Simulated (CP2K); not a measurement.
C:

```
C
1.0
     2.52210    0.00000    0.00000
    -1.26105    2.18420    0.00000
     0.00000    0.00000    8.23710
C
8
Direct
  0.66667 0.33333 0.84375
  0.33333 0.66667 0.34375
  0.66667 0.33333 0.65625
  0.33333 0.66667 0.15625
  0.00000 0.00000 0.90625
  0.00000 0.00000 0.40625
  0.00000 0.00000 0.59375
  0.00000 0.00000 0.09375
```

This is a hexagonal form of diamond, not graphite.

Program: CP2K 2026.2. Alike in all runs: task band structure; no spin polarisation; cell as given; k mesh 12 × 12 × 4.

Order these runs on this cell by their pressure, lowest first.
A. level PBE; potentials or basis POTENTIAL_UZH C GTH-PBE-q4; TZVP-MOLOPT-PBE-GTH basis; smearing fermi-dirac 0.05 eV; NGRIDS 4; potentials C GTH-PBE-q4 of POTENTIAL_UZH; points a segment of the path (NPOINTS) 10; bands added on the path 6
B. level LDA; potentials or basis GTH_POTENTIALS C GTH-PADE-q4; TZVP-MOLOPT-PBE-GTH basis; smearing fermi-dirac 0.05 eV; NGRIDS 5; potentials C GTH-PADE-q4 of GTH_POTENTIALS; points a segment of the path (NPOINTS) 8; bands added on the path 2
C. level PBEsol; potentials or basis POTENTIAL_UZH C GTH-PBE-q4; TZVP-MOLOPT-PBE-GTH basis; smearing fermi-dirac 0.1 eV; NGRIDS 5; potentials C GTH-PBE-q4 of POTENTIAL_UZH; points a segment of the path (NPOINTS) 8; bands added on the path 2; MPI ranks 4

B (-10.6 GPa), C (1.0 GPa), A (4.3 GPa).

Caveats: the basis of atomic orbitals isn't converged, which shifts pressures, moduli and gaps; the potentials were made for another functional, which shifts forces and pressure (some runs).

Not every run made on this cell is shown here.
